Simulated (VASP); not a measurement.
# Sb (Fm-3m) in VASP: notebook

Runs on Sb. Level: r2SCAN. Tasks: single point.

Program: VASP 6.6.1. These are calculated values, not measurements. Logs are shortened: lines on timing, memory, paths and dates and some standing lists are left out, and cuts for length are marked.

## Step 1: The crystal as given

Symmetry: Fm-3m, No. 225, cubic system. The conventional cell has a = 4.742 Å, b = 4.742 Å, c = 4.742 Å, α = 90.00°, β = 90.00°, γ = 90.00°. Sb (site symmetry m-3m) is surrounded by 12 Sb at 3.35 Å.

This isn't the form of Sb at room conditions, which is rhombohedral.

## Step 2: Single point, r2SCAN

INCAR

```
PREC = Accurate
ENCUT = 450
EDIFF = 1E-6
ISMEAR = 1
SIGMA = 0.1
LREAL = F
LASPH = T
NELM = 100
ALGO = Normal
ISIF = 2
LWAVE = F
LCHARG = F
METAGGA = R2SCAN
LMIXTAU = T
NBANDS = 8
ADDGRID = F
```

KPOINTS

```
Automatic mesh
0
Gamma
  15 15 15
```

POSCAR

```
Sb
1.0
    0.0000000000      2.3712425216      2.3712425216
    2.3712425216      0.0000000000      2.3712425216
    2.3712425216      2.3712425216      0.0000000000
Sb
1
Direct
    0.0000000000      0.0000000000      0.0000000000
```

Potentials or basis: VASP PAW PBE potentials, release 64 (Sb).

The run is started by

```sh
$ cat potpaw_PBE.64/Sb/POTCAR > POTCAR
$ mpirun -np 1 vasp_std > vasp.out
```

OUTCAR:

```text
PREC = Accurate
   ENCUT = 450
   EDIFF = 1E-6
   ISMEAR = 1
   LREAL = F
   LASPH = T
   NELM = 100
   ISIF = 2
   METAGGA = R2SCAN

 Found    120 irreducible k-points:

 Following reciprocal coordinates:
            Coordinates               Weight
  0.000000  0.000000  0.000000      1.000000
  0.066667  0.000000  0.000000      8.000000
  0.133333  0.000000  0.000000      8.000000
  0.200000  0.000000  0.000000      8.000000
  0.266667  0.000000  0.000000      8.000000
  0.333333  0.000000  0.000000      8.000000
   k-points           NKPTS =    120   k-points in BZ     NKDIM =    120   number of bands    NBANDS=      8
   number of dos      NEDOS =    301   number of ions     NIONS =      1
   total plane-waves  NPLWV =  13824
   dimension x,y,z NGX =    24 NGY =   24 NGZ =   24
   dimension x,y,z NGXF=    48 NGYF=   48 NGZF=   48
   ions per type =               1
   NGX,Y,Z   is equivalent  to a cutoff of  11.90, 11.90, 11.90 a.u.
   NGXF,Y,Z  is equivalent  to a cutoff of  23.80, 23.80, 23.80 a.u.
 SYSTEM =  unknown system
   PREC   = accura    normal or accurate (medium, high low for compatibility)
   ISTART =      0    job   : 0-new  1-cont  2-samecut
   ICHARG =      2    charge: 1-file 2-atom 10-const
   ISPIN  =      1    spin polarized calculation?
   LNONCOLLINEAR =      F non collinear calculations
   LSORBIT =      F    spin-orbit coupling
   LASPH  =      T    aspherical Exc in radial PAW
   ENCUT  =  450.0 eV  33.07 Ry    5.75 a.u.   5.80  5.80  5.80*2*pi/ulx,y,z
   NELM   =    100;   NELMIN=  2; NELMDL= -5     # of ELM steps
   EDIFF  = 0.1E-05   stopping-criterion for ELM
   LREAL  =      F    real-space projection
   EDIFFG = 0.1E-04   stopping-criterion for IOM
   NSW    =      0    number of steps for IOM
   IBRION =     -1    ionic relax: 0-MD 1-quasi-New 2-CG
   NFREE  =      0    steps in history (QN), initial steepest desc. (CG)
   ISIF   =      2    stress and relaxation
   ISYM   =      2    0-nonsym 1-usesym 2-fastsym
   POTIM  = 0.5000    time-step for ionic-motion
   TEBEG  =    0.0;   TEEND  =   0.0 temperature during run
   PSTRESS=    0.0 pullay stress
   NELECT =       5.0000    total number of electrons
   NUPDOWN=      -1.0000    fix difference up-down
   EMIN   =  10.00;   EMAX   =-10.00  energy-range for DOS
   EFERMI =   0.00;   METHOD = LEGACY
   ISMEAR =     1;   SIGMA  =   0.10  broadening in eV -4-tet -1-fermi 0-gaus
   EFERMI_NEDOS =   21; number of points for ismear=-14 and -15
   IALGO  =     38    algorithm
   IMIX   =      4    mixing-type and parameters
     AMIX     =   0.40;   BMIX     =  1.00
     AMIX_MAG =   1.60;   BMIX_MAG =  1.00
  volume/ion in A,a.u.               =      26.67       179.95
  Fermi-wavevector in a.u.,A,eV,Ry     =   0.937013  1.770697 11.945820  0.877993
  Thomas-Fermi vector in A             =   2.064081
   LORBIT       =      0    0 simple, 1 ext, 2 COOP (PROOUT), +10 PAW based schemes
   METAGGA = R2SCAN    functional components
   LHFCALC =     F    Hartree Fock is set to
   AEXX    =    0.0000 exact exchange contribution
   IVDW    =     0    specifies the selected vdW correction
   LEPSILON=     F    determine dielectric tensor
   LRPA    =     F    only Hartree local field effects (RPA)
 non-spin polarized calculation
 Methfessel and Paxton  Order N= 1 SIGMA  =   0.10
  energy-cutoff  :      450.00
  volume of cell :       26.67
 maximum number of plane-waves:       589
   NGX = 11   NGY = 11   NGZ = 11

 number of electron       5.0000000 magnetization

 Free energy of the ion-electron system (eV)
  ---------------------------------------------------
  ext. energy  EPLUGINS =         0.00000000
  ---------------------------------------------------
  free energy    TOTEN  =       -25.23155381 eV

  energy without entropy =      -25.23115810  energy(sigma->0) =      -25.23142190

 E-fermi :   8.6291     XC(G=0): -10.8775

 val. band max:        8.6168695830   @ k =  -0.1333   0.2000   0.0667
 cond. band min:       8.6323230661   @ k =  -0.4000   0.4667   0.0667
 fundamental gap:      0.0154534831
 Fermi energy:         8.6290888515

 k-point     1 :       0.0000    0.0000    0.0000
  band No.  band energies     occupation
      1      -5.0652      2.00000
      2      14.3079      0.00000
      3      14.3079      0.00000
      4      14.3079      0.00000
      5      19.0492      0.00000
      6      19.0492      0.00000
      7      19.0492      0.00000
      8      19.6051      0.00000

 k-point     2 :       0.0667    0.0000    0.0000
  band No.  band energies     occupation
      1      -4.9709      2.00000
      2      13.4059      0.00000
      3      14.1760      0.00000
      4      14.1760      0.00000
      5      18.3705      0.00000
      6      19.2616      0.00000
      7      19.2616      0.00000
      8      20.9219      0.00000

 k-point     3 :       0.1333    0.0000    0.0000
  band No.  band energies     occupation
      1      -4.6888      2.00000
      2      11.4926      0.00000
      3      13.8520      0.00000
      4      13.8520      0.00000
      5      17.9101      0.00000
      6      19.7430      0.00000
      7      19.7430      0.00000
      8      21.9917      0.00000

 k-point     4 :       0.2000    0.0000    0.0000
  band No.  band energies     occupation
      1      -4.2219      2.00000
      2       9.3603     -0.00000
      3      13.4618      0.00000
      4      13.4618      0.00000
      5      17.6102      0.00000
      6      19.8809      0.00000
      7      19.8809      0.00000
      8      21.8243      0.00000

 k-point     5 :       0.2667    0.0000    0.0000
  band No.  band energies     occupation
      1      -3.5779      2.00000
      2       7.2797      2.00000
      3      13.0929      0.00000
      4      13.0929      0.00000
      5      17.4282      0.00000
      6      19.3780      0.00000
      7      19.3780      0.00000
      8      20.9412      0.00000

 k-point     6 :       0.3333    0.0000    0.0000
  band No.  band energies     occupation
      1      -2.7766      2.00000
      2       5.3611      2.00000
      3      12.7919      0.00000
      4      12.7919      0.00000
      5      17.3557      0.00000
      6      18.8218      0.00000
      7      18.8218      0.00000
      8      20.1213      0.00000

 [... further k-points ...]

------------------------ aborting loop because EDIFF is reached ----------------------------------------

  FORCE on cell =-STRESS in cart. coord.  units (eV):
  Direction    XX          YY          ZZ          XY          YZ          ZX
  --------------------------------------------------------------------------------------
  -------------------------------------------------------------------------------------
  Total        0.1895490      0.1895490      0.1895490     -0.0000000      0.0000000      0.0000000
  in kB       11.3886977     11.3886977     11.3886977     -0.0000000      0.0000000      0.0000000
  external PRESSURE =      11.3886977 kB  Pullay stress =       0.0000000 kB

 VOLUME and BASIS-vectors are now :
 -----------------------------------------------------------------------------
  energy-cutoff  :      450.00
  volume of cell :       26.67
      direct lattice vectors                 reciprocal lattice vectors
     0.000000000  2.371242522  2.371242522    -0.210859916  0.210859916  0.210859916
     2.371242522  0.000000000  2.371242522     0.210859916 -0.210859916  0.210859916
     2.371242522  2.371242522  0.000000000     0.210859916  0.210859916 -0.210859916

 POSITION                                       TOTAL-FORCE (eV/Angst)
 -----------------------------------------------------------------------------------
      0.00000      0.00000      0.00000         0.000000      0.000000      0.000000
 -----------------------------------------------------------------------------------
    total drift:                                0.000000     -0.000000     -0.000000

  FREE ENERGIE OF THE ION-ELECTRON SYSTEM (eV)
  ---------------------------------------------------
  free  energy   TOTEN  =       -25.2315538065 eV

  energy  without entropy=      -25.2311580960  energy(sigma->0) =      -25.23142190
```

It took 26 s on 1 thread of Intel Xeon 6975P-C (Granite Rapids), shared host; peak memory 0.15 GiB.

These settings aren't checked as converged: the numbers below hold their error.

Results:

| Quantity | Value |
| --- | --- |
| Free energy | -25.2316 eV |
| Pressure | 1.1 GPa |
| Band gap on the k mesh | none (metal or under the smearing width) |

Caveat: the PAW data sets were made with another functional, which shifts forces and pressure a little.

## Step 3: Single point, r2SCAN

INCAR, as its differences from that of step 2:

```diff
@@ -4,3 +4,3 @@
 ISMEAR = 1
-SIGMA = 0.1
+SIGMA = 0.4
 LREAL = F
```

KPOINTS is that of step 2.

POSCAR is that of step 2.

Potentials or basis: VASP PAW PBE potentials, release 64 (Sb).

The run is started by

```sh
$ cat potpaw_PBE.64/Sb/POTCAR > POTCAR
$ mpirun -np 1 vasp_std > vasp.out
```

OUTCAR:

```text
PREC = Accurate
   ENCUT = 450
   EDIFF = 1E-6
   ISMEAR = 1
   LREAL = F
   LASPH = T
   NELM = 100
   ISIF = 2
   METAGGA = R2SCAN

 Found    120 irreducible k-points:

 Following reciprocal coordinates:
            Coordinates               Weight
  0.000000  0.000000  0.000000      1.000000
  0.066667  0.000000  0.000000      8.000000
  0.133333  0.000000  0.000000      8.000000
  0.200000  0.000000  0.000000      8.000000
  0.266667  0.000000  0.000000      8.000000
  0.333333  0.000000  0.000000      8.000000
   k-points           NKPTS =    120   k-points in BZ     NKDIM =    120   number of bands    NBANDS=      8
   number of dos      NEDOS =    301   number of ions     NIONS =      1
   total plane-waves  NPLWV =  13824
   dimension x,y,z NGX =    24 NGY =   24 NGZ =   24
   dimension x,y,z NGXF=    48 NGYF=   48 NGZF=   48
   ions per type =               1
   NGX,Y,Z   is equivalent  to a cutoff of  11.90, 11.90, 11.90 a.u.
   NGXF,Y,Z  is equivalent  to a cutoff of  23.80, 23.80, 23.80 a.u.
 SYSTEM =  unknown system
   PREC   = accura    normal or accurate (medium, high low for compatibility)
   ISTART =      0    job   : 0-new  1-cont  2-samecut
   ICHARG =      2    charge: 1-file 2-atom 10-const
   ISPIN  =      1    spin polarized calculation?
   LNONCOLLINEAR =      F non collinear calculations
   LSORBIT =      F    spin-orbit coupling
   LASPH  =      T    aspherical Exc in radial PAW
   ENCUT  =  450.0 eV  33.07 Ry    5.75 a.u.   5.80  5.80  5.80*2*pi/ulx,y,z
   NELM   =    100;   NELMIN=  2; NELMDL= -5     # of ELM steps
   EDIFF  = 0.1E-05   stopping-criterion for ELM
   LREAL  =      F    real-space projection
   EDIFFG = 0.1E-04   stopping-criterion for IOM
   NSW    =      0    number of steps for IOM
   IBRION =     -1    ionic relax: 0-MD 1-quasi-New 2-CG
   NFREE  =      0    steps in history (QN), initial steepest desc. (CG)
   ISIF   =      2    stress and relaxation
   ISYM   =      2    0-nonsym 1-usesym 2-fastsym
   POTIM  = 0.5000    time-step for ionic-motion
   TEBEG  =    0.0;   TEEND  =   0.0 temperature during run
   PSTRESS=    0.0 pullay stress
   NELECT =       5.0000    total number of electrons
   NUPDOWN=      -1.0000    fix difference up-down
   EMIN   =  10.00;   EMAX   =-10.00  energy-range for DOS
   EFERMI =   0.00;   METHOD = LEGACY
   ISMEAR =     1;   SIGMA  =   0.40  broadening in eV -4-tet -1-fermi 0-gaus
   EFERMI_NEDOS =   21; number of points for ismear=-14 and -15
   IALGO  =     38    algorithm
   IMIX   =      4    mixing-type and parameters
     AMIX     =   0.40;   BMIX     =  1.00
     AMIX_MAG =   1.60;   BMIX_MAG =  1.00
  volume/ion in A,a.u.               =      26.67       179.95
  Fermi-wavevector in a.u.,A,eV,Ry     =   0.937013  1.770697 11.945820  0.877993
  Thomas-Fermi vector in A             =   2.064081
   LORBIT       =      0    0 simple, 1 ext, 2 COOP (PROOUT), +10 PAW based schemes
   METAGGA = R2SCAN    functional components
   LHFCALC =     F    Hartree Fock is set to
   AEXX    =    0.0000 exact exchange contribution
   IVDW    =     0    specifies the selected vdW correction
   LEPSILON=     F    determine dielectric tensor
   LRPA    =     F    only Hartree local field effects (RPA)
 non-spin polarized calculation
 Methfessel and Paxton  Order N= 1 SIGMA  =   0.40
  energy-cutoff  :      450.00
  volume of cell :       26.67
 maximum number of plane-waves:       589
   NGX = 11   NGY = 11   NGZ = 11

 number of electron       5.0000000 magnetization

 Free energy of the ion-electron system (eV)
  ---------------------------------------------------
  ext. energy  EPLUGINS =         0.00000000
  ---------------------------------------------------
  free energy    TOTEN  =       -25.23048152 eV

  energy without entropy =      -25.23465065  energy(sigma->0) =      -25.23187123

 E-fermi :   8.6403     XC(G=0): -10.8785

 val. band max:        8.6319138754   @ k =  -0.4000   0.4667   0.0667
 cond. band min:       8.6410218940   @ k =   0.4667   0.4000   0.0667
 fundamental gap:      0.0091080186
 Fermi energy:         8.6403070313

 k-point     1 :       0.0000    0.0000    0.0000
  band No.  band energies     occupation
      1      -5.0660      2.00000
      2      14.3076     -0.00000
      3      14.3076     -0.00000
      4      14.3076     -0.00000
      5      19.0489      0.00000
      6      19.0489      0.00000
      7      19.0489      0.00000
      8      19.6043      0.00000

 k-point     2 :       0.0667    0.0000    0.0000
  band No.  band energies     occupation
      1      -4.9717      2.00000
      2      13.4055     -0.00000
      3      14.1756     -0.00000
      4      14.1756     -0.00000
      5      18.3698      0.00000
      6      19.2613      0.00000
      7      19.2613      0.00000
      8      20.9213      0.00000

 k-point     3 :       0.1333    0.0000    0.0000
  band No.  band energies     occupation
      1      -4.6897      2.00000
      2      11.4922     -0.00000
      3      13.8517     -0.00000
      4      13.8517     -0.00000
      5      17.9093      0.00000
      6      19.7427      0.00000
      7      19.7427      0.00000
      8      21.9913      0.00000

 k-point     4 :       0.2000    0.0000    0.0000
  band No.  band energies     occupation
      1      -4.2228      2.00000
      2       9.3598     -0.02896
      3      13.4615     -0.00000
      4      13.4615     -0.00000
      5      17.6094      0.00000
      6      19.8805      0.00000
      7      19.8805      0.00000
      8      21.8239      0.00000

 k-point     5 :       0.2667    0.0000    0.0000
  band No.  band energies     occupation
      1      -3.5787      2.00000
      2       7.2791      2.00002
      3      13.0926     -0.00000
      4      13.0926     -0.00000
      5      17.4273      0.00000
      6      19.3776      0.00000
      7      19.3776      0.00000
      8      20.9409      0.00000

 k-point     6 :       0.3333    0.0000    0.0000
  band No.  band energies     occupation
      1      -2.7774      2.00000
      2       5.3605      2.00000
      3      12.7916     -0.00000
      4      12.7916     -0.00000
      5      17.3548      0.00000
      6      18.8213      0.00000
      7      18.8213      0.00000
      8      20.1210      0.00000

 [... further k-points ...]

------------------------ aborting loop because EDIFF is reached ----------------------------------------

  FORCE on cell =-STRESS in cart. coord.  units (eV):
  Direction    XX          YY          ZZ          XY          YZ          ZX
  --------------------------------------------------------------------------------------
  -------------------------------------------------------------------------------------
  Total        0.1770084      0.1770084      0.1770084     -0.0000000     -0.0000000      0.0000000
  in kB       10.6352242     10.6352242     10.6352242     -0.0000000     -0.0000000      0.0000000
  external PRESSURE =      10.6352242 kB  Pullay stress =       0.0000000 kB

 VOLUME and BASIS-vectors are now :
 -----------------------------------------------------------------------------
  energy-cutoff  :      450.00
  volume of cell :       26.67
      direct lattice vectors                 reciprocal lattice vectors
     0.000000000  2.371242522  2.371242522    -0.210859916  0.210859916  0.210859916
     2.371242522  0.000000000  2.371242522     0.210859916 -0.210859916  0.210859916
     2.371242522  2.371242522  0.000000000     0.210859916  0.210859916 -0.210859916

 POSITION                                       TOTAL-FORCE (eV/Angst)
 -----------------------------------------------------------------------------------
      0.00000      0.00000      0.00000         0.000000      0.000000      0.000000
 -----------------------------------------------------------------------------------
    total drift:                               -0.000000      0.000000     -0.000000

  FREE ENERGIE OF THE ION-ELECTRON SYSTEM (eV)
  ---------------------------------------------------
  free  energy   TOTEN  =       -25.2304815181 eV

  energy  without entropy=      -25.2346506480  energy(sigma->0) =      -25.23187123
```

stdout:

```text
POSCAR found type information on POSCAR Sb
 POSCAR found :  1 types and       1 ions
 scaLAPACK will be used
 -----------------------------------------------------------------------------
|                                                                             |
|                                                                             |
|     You enforced a specific xc type in the INCAR file but a different       |
|     I HOPE YOU KNOW WHAT YOU ARE DOING!                                     |
|                                                                             |
 -----------------------------------------------------------------------------

 LDA part: xc-table for (None), standard interpolation
 POSCAR, INCAR and KPOINTS ok, starting setup
 FFT: planning ... GRIDC
 FFT: planning ... GRID_SOFT
 FFT: planning ... GRID
 WAVECAR not read
 entering main loop
```

Wall time 26 s (1 thread of Intel Xeon 6975P-C (Granite Rapids), shared host); peak memory 0.15 GiB.

These settings aren't checked as converged: the numbers below hold their error.

Results:

| Item | Value |
| --- | --- |
| Free energy | -25.2305 eV |
| Pressure | 1.1 GPa |
| Band gap on the k mesh | none (metal or under the smearing width) |

Caveat: the PAW data sets were made with another functional, which shifts forces and pressure a little.
